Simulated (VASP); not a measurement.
Runs of VASP 6.6.1 on KI. It takes space group Fm-3m (No. 225, cubic). The conventional cell has a = 7.066 Å, b = 7.066 Å, c = 7.066 Å, α = 90.00°, β = 90.00°, γ = 90.00°. K (site symmetry m-3m) is surrounded by 6 I at 3.53 Å. I (site symmetry m-3m) has 6 K at 3.53 Å as nearest neighbours. 

```csv
level,potentials or basis,k mesh,cutoff (eV),gap on the mesh (eV),pressure (GPa)
PBE,"VASP PAW PBE potentials, release 64 (K_sv, I)",6 × 6 × 6,520,3.96,0.6
PBEsol,"VASP PAW PBE potentials, release 64 (K_sv, I)",6 × 6 × 6,700,3.81,-0.2
PBEsol,"VASP PAW PBE potentials, release 64 (K_pv, I)",6 × 6 × 6,500,3.81,(b)
PBEsol,"VASP PAW PBE potentials, release 64 (K_sv, I)",6 × 6 × 6,600,3.81,-0.2
r2SCAN,"VASP PAW PBE potentials, release 64 (K_sv, I)",6 × 6 × 6,520,4.61,(a)
PBEsol,"VASP PAW PBE potentials, release 64 (K_sv, I)",8 × 8 × 8,520,3.81,-0.3
```

Alike in all rows: task electric field gradients; no spin polarisation; cell as given; smearing fermi-dirac 0.02 eV.

Problem. Estimate the missing entries.

Solution. (a) 0.1; (b) -0.1.

Caveats: spin-orbit coupling is left out, which moves the levels of the heavy elements; the PAW data sets were made with another functional, which shifts forces and pressure a little (some runs).

A k mesh can miss the band edges, and the runs leave out spin-orbit coupling on I.

The runs don't all hold the same shells in valence.
